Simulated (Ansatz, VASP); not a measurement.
One calculation of TiAl, two programs

```xyz
2
Lattice="3.0180 -0.0755 0.0000 -0.0755 3.0180 0.0000 0.0000 0.0000 3.0180" Properties=species:S:1:pos:R:3 pbc="T T T"
Ti    1.4713    1.4713    1.5090
Al    0.0000    0.0000    0.0000
```

Alike in both runs: task single point; functional r2SCAN; k mesh 11 × 11 × 11; no spin polarisation.

|  | VASP | Ansatz |
| --- | --- | --- |
| version | VASP 6.6.1 | Ansatz 0.2.0 |
| potentials or method | VASP PAW PBE potentials, release 64 (Ti_sv, Al) | plane waves, PAW |
| plane-wave cutoff (eV) | 520 | 650 |
| occupations | methfessel-paxton of order 1, width 0.1 eV | cold, width 0.1 eV |
| valence electrons in the cell | 15 | 15 |

Ansatz gave:

| Quantity | Value |
| --- | --- |
| pressure (GPa) | 24.2 |
| largest component of the traceless stress (GPa) | 6.48 |

**Question.** What did VASP give for the same quantities?

**Answer.** Pressure (GPa): 24.4; largest component of the traceless stress (GPa): 6.54.

Caveats: so large a pressure means that the cell lies far from this level's equilibrium, or that cutoff or potentials fall short (VASP); the potentials were made for another functional, which shifts forces and pressure (VASP).
